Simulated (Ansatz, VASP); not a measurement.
**GaAs in VASP and in Ansatz**

```
Ga As
1.0
     0.00000    2.80140    2.80140
     2.80140    0.00000    2.80140
     2.80140    2.80140    0.00000
Ga As
1 1
Direct
  0.00000 0.00000 0.00000
  0.75000 0.75000 0.75000
```

Alike in both runs: task relaxation of cell and atoms; functional LDA; k mesh 12 × 12 × 12; no spin polarisation.

```csv
,VASP,Ansatz
version,VASP 6.6.1,Ansatz 0.2.0
potentials or method,"VASP PAW LDA potentials, release 64 (Ga_d, As)","scalar-relativistic, plane waves, PAW"
plane-wave cutoff (eV),600,420
occupations,"gaussian, width 0.01 eV",fixed
valence electrons in the cell,18,28
```

Ansatz gave:

| Quantity | Value |
| --- | --- |
| gap on the k mesh at the Fermi level, each at its own relaxed structure (eV) | 0.49 |
| relaxed volume (Å³/atom) | 21.99 |
| relaxed cell length with the largest relative difference (Å) | 3.962 |

**Question.** What did VASP give for the same quantities?

**Answer.** gap on the k mesh at the Fermi level, each at its own relaxed structure (eV): 0.50; relaxed volume (Å³/atom): 22.08; relaxed cell length with the largest relative difference (Å): 3.968.

The two sets of potentials don't hold the same shells in valence.

A k mesh can miss the band edges.
